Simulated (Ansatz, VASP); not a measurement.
**Two plane-wave programs on CdF2**

```xyz
3
Lattice="0.0000 2.6576 2.6576 2.6576 0.0000 2.6576 2.6576 2.6576 0.0000" Properties=species:S:1:pos:R:3 pbc="T T T"
Cd    0.0000    0.0000    0.0000
F     3.9864    3.9864    3.9864
F     1.3288    1.3288    1.3288
```

Alike in both runs: task single point; functional LDA; k mesh 9 × 9 × 9; occupations fermi-dirac, width 0.05 eV; no spin polarisation.

|  | VASP | Ansatz |
| --- | --- | --- |
| version | VASP 6.6.1 | Ansatz 0.2.0 |
| potentials or method | VASP PAW LDA potentials, release 64 (Cd, F) | Ansatz PAW |
| plane-wave cutoff (eV) | 520 | 420 |
| valence electrons in the cell | 26 | 34 |

|  | VASP | Ansatz | Ansatz less VASP |
| --- | --- | --- | --- |
| gap on the k mesh at the Fermi level (eV) | 2.97 | 2.99 | +0.017 |
| least direct gap on the mesh (eV) | 3.37 | 3.38 | +0.011 |
| pressure (GPa) | 0.0 | -1.2 | -1.21 |

The two sets of potentials don't hold the same shells in valence.

Caveats: an odd mesh through Γ misses points on the zone boundary, where band edges often lie (VASP); odd divisions of the mesh miss points on the zone boundary, where band edges often lie, so the gap on the mesh can be too wide (Ansatz); the pressure holds a Pulay correction of +0.9 GPa for the finite cutoff (Ansatz); the PAW data sets come from PBE, with cores solved anew for the run's functional, which leaves a small shift of forces and pressure (Ansatz). A hybrid or GW would open this gap; LDA tends to underestimate it.
